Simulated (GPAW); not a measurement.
# Quasiparticle gap of BaS (Fm-3m) in GPAW, part 2 of 2

Aim: the G0W0 gap of BaS (Fm-3m) on PBE, step by step.

GPAW 26.7.0; PBE and many-body steps on it, plane waves. Known limits of the many-body steps: not at the basis limit; no spin-orbit coupling.

So far. Step 3 (Bands along the symmetry lines): The gap is 2.132 eV, as in the run before at this level. Step 4 (Empty states on the mesh, 4×4×4 mesh, 778 bands): On this mesh the gap is 2.132 eV.

### Step 5. Screening and self-energy, 4×4×4 mesh, 357 bands, screening to 180 eV

G0W0 replaces the xc potential by the self-energy, built once from these orbitals. Only a window of levels is corrected, while the sums run over the empty bands that the input names.

This step: G0W0 on PBE, plane waves, PAW.

Contents of run.py:

```python
import json
import numpy as np
from gpaw.mpi import world
from gpaw.response.g0w0 import G0W0

gw = G0W0('full.gpw',
    filename='gw',
    kpts=[0, 5],
    bands=(6, 10),
    ecut=180,
    nbands=357,
    integrate_gamma='WS',
    ppa=True)
gw.calculate()
res = {mode: {k: v for k, v in r.items() if k != 'sigma_eskwn'}
       for mode, r in gw.all_results.items()}

if world.rank == 0:
    with open('result.json', 'w') as f:
        json.dump(res, f, default=lambda x: x.tolist())
```

Run with:

```
mpirun -n 4 gpaw python run.py
```

Numbers of over 12 decimals in the logs are rounded to 6 here.

The log of the run:

```text
Using integrator: PointIntegrator
FrequencyGridDescriptor(from 0.000+0.000j to 0.000+27.211j eV, 2 points)
Nonperiodic BCs:  [False False False]
Using integrator: PointIntegrator
FrequencyGridDescriptor(from 0.000+0.000j to 0.000+27.211j eV, 2 points)
Nonperiodic BCs:  [False False False]
  ___  _ _ _
 |   || | | |
 | | || | | |
 |__ ||_____|
 |___|

BZ k-points: Symmetries present (total): 48

  [... matrices ...]
64 k-points: 4 x 4 x 4 Monkhorst-Pack grid + [1/8,1/8,1/8]
8 k-points in the irreducible part of the Brillouin zone
       k-points in crystal coordinates                weights
   0:     0.00000000    0.00000000    0.00000000          1/64
   1:     0.25000000    0.25000000    0.00000000          6/64
   2:     0.25000000    0.25000000    0.25000000          8/64
   3:     0.50000000    0.25000000   -0.25000000          6/64
   4:     0.50000000    0.25000000    0.25000000         12/64
   5:     0.50000000    0.50000000    0.00000000          3/64
   6:     0.50000000    0.50000000    0.25000000         24/64
   7:     0.50000000    0.50000000    0.50000000          4/64

Distributing spins, k-points and bands (1 x 2 x 4) over 4 processes
Number of blocks: 1

Quasi particle states:
k-points (IBZ indices): [0, 5]
Band range: (6, 10)
  [... matrices ...]
Computational parameters:
Plane wave cut-off: 180 eV
Number of bands: 357
Coulomb cutoff: None
Broadening: 0.1 eV

fxc modes: GW
Kernel: RPA
Using Godby-Needs plasmon-pole approximation:
  Fitting energy: i*E0, E0 = 1.000 Hartree
Summing all q:

Calculating screened Coulomb potential
No Coulomb truncation
FrequencyGridDescriptor(from 0.000+0.000j to 0.000+27.211j eV, 2 points)
Removing empty qpoint cache files...

Calculating chi0 body with:
    Ground state adapter containing:
    Number of spins: 1
    Number of kpoints: 64
    Number of irreducible kpoints: 8
    Number of completely occupied states: 8
    Number of partially occupied states: 8
    Occupied states memory: 1.6875 M / cpu

    Linear response parametrization:
    q_c: [0.0, 0.0, 0.0]
    Number of frequency points: 2
    Planewave cutoff: 180.0
    Number of bands: 357
    Number of planewaves: 339
    Broadening (eta): 1e-06
    comm.size: 4
    kncomm.size: 4
    blockcomm.size: 1

    Memory estimate of potentially large arrays:
        chi0_wGG: 3.507111 M / cpu
Integrating chi0 body.

Symmetries of q_c:
    Direct symmetries (Uq -> q): 48
    Indirect symmetries (TUq -> q): 0
In total 48 allowed symmetries.

  [... matrices ...]
8 groups of equivalent kpoints. 87.5% reduction.

Integral kind: response function
Integrating chi0 head and wings.

Symmetries of q_c:
    Direct symmetries (Uq -> q): 48
    Indirect symmetries (TUq -> q): 0
In total 48 allowed symmetries.

  [... matrices ...]
8 groups of equivalent kpoints. 87.5% reduction.

Integral kind: response function wings

Calculating chi0 body with:
    Ground state adapter containing:
    Number of spins: 1
    Number of kpoints: 64
    Number of irreducible kpoints: 8
    Number of completely occupied states: 8
    Number of partially occupied states: 8
    Occupied states memory: 1.6875 M / cpu

    Linear response parametrization:
[... the further q-points ...]

Results:
f:      Occupation numbers
eps:     KS-eigenvalues [eV]
vxc:     KS vxc [eV]
exx:     Exact exchange [eV]
sigma:   Self-energies [eV]
dsigma:  Self-energy derivatives
Z:       Renormalization factors
qp:      QP-energies [eV]

k-point 0 (0): (0.000, 0.000, 0.000)                GW
band       f     eps     vxc     exx   sigma  dsigma       Z      qp
                                                                   GW
   6   1.000   4.862 -14.538 -17.551   1.584  -0.277   0.783   3.743
   7   1.000   4.862 -14.538 -17.551   1.584  -0.277   0.783   3.743
   8   0.000   8.483  -9.616  -5.634  -3.808  -0.205   0.830   8.627
   9   0.000   8.753  -9.953  -5.440  -3.932  -0.205   0.830   9.234

k-point 1 (5): (0.500, 0.500, 0.000)                GW
band       f     eps     vxc     exx   sigma  dsigma       Z      qp
                                                                   GW
   6   1.000   4.732 -14.595 -17.680   1.632  -0.275   0.784   3.593
   7   1.000   4.732 -14.595 -17.680   1.632  -0.275   0.784   3.593
   8   0.000   6.994  -8.659  -4.825  -3.551  -0.201   0.832   7.230
   9   0.000  10.812 -12.593  -7.512  -4.113  -0.214   0.824  11.609
```

Wall time 3.4 min (4 MPI ranks of Arm Neoverse V1, shared host); peak memory 1.6 GiB; 14 min of CPU time.

This step gave:

```
G0W0 gap on the points computed              : 3.487 eV
least direct G0W0 gap on the computed points : 3.637 eV
Z at the valence top                         : 0.7828
Z at the conduction bottom                   : 0.8325
starting gap on the mesh                     : 2.132 eV
k of the valence top                         : 0, 0, 0
k of the conduction bottom                   : 0.5, 0.5, 0
```

The gap on the mesh goes from 2.13 eV to 3.49 eV, a correction of +1.35 eV.

Limits: finite bands, cutoff and mesh; no spin-orbit coupling. v1 is the top filled band, c1 the lowest empty one. Levels before and after the correction, in eV, zero at the valence-band top of each column:

|  | conduction bottom | valence top |
| --- | --- | --- |
| Kohn-Sham | 2.13 | 0.00 |
| G0W0 | 3.49 | 0.00 |

|  | level | energy (eV) |
| --- | --- | --- |
| Kohn-Sham | Γ v2-v1 | 0.000 |
| Kohn-Sham | Γ c1 | 3.621 |
| Kohn-Sham | Γ c2 | 3.891 |
| Kohn-Sham | (0.5 0.5 0) v2-v1 | -0.130 |
| Kohn-Sham | (0.5 0.5 0) c1 | 2.132 |
| Kohn-Sham | (0.5 0.5 0) c2 | 5.950 |
| G0W0 | Γ v2-v1 | 0.000 |
| G0W0 | Γ c1 | 4.884 |
| G0W0 | Γ c2 | 5.491 |
| G0W0 | (0.5 0.5 0) v2-v1 | -0.150 |
| G0W0 | (0.5 0.5 0) c1 | 3.487 |
| G0W0 | (0.5 0.5 0) c2 | 7.865 |

### Step 6. Where the time went

Times are wall times on 4 MPI ranks of Arm Neoverse V1, shared host, good to a factor of about two.

| step | time | share | memory (GiB) |
| --- | --- | --- | --- |
| ground state | 5.8 s | 2 % | 0.62 |
| bands along the symmetry lines | 9.2 s | 4 % | 0.67 |
| empty states on the mesh | 14 s | 6 % | 1.4 |
| screening and self-energy | 3.4 min | 88 % | 1.6 |

### Step 7. Outcome

```
PBE gap              : 2.13 eV, indirect
G0W0 gap on the mesh : 3.49 eV
GW settings          : 4×4×4 mesh, 357 bands, screening to 180 eV, Godby-Needs plasmon pole
known limits         : not at the basis limit; no spin-orbit coupling
```

In words: G0W0 moves the gap on the mesh from 2.13 eV to 3.49 eV (+1.35 eV), with Z of 0.78 and 0.83 at the edges. Only 2 of the mesh's irreducible points were corrected, so a valley elsewhere could overtake. The dearest step here is «screening and self-energy». Bands and cutoff are finite, so the gap is not at the basis limit. The miss can reach some tenths of an eV and take either sign; the mesh is an error of its own. These stock PAW sets were not made for GW. In the G0W0 run levels were corrected at 2 k points alone, so a gap called «on the mesh» is the least over those, and an edge elsewhere would be missed. The many-body steps are scalar-relativistic: spin-orbit coupling is not in them.

[Paths, hosts, dates, memory and timing lines, banners, echoed tables and standing remarks are left out of the program output.]

[Logs are printed without paths, hosts, clocks, repeated set-up lines and the standing remarks that a program may print on its own settings, such as how far it seeks lower states.]

[Runs of the session that timed out or met a known fault of the program may be left out.]

[Hosts, paths, dates, database ids (printed as entryN), source tags and the programs' standing remarks are cut or masked in the printed files.]
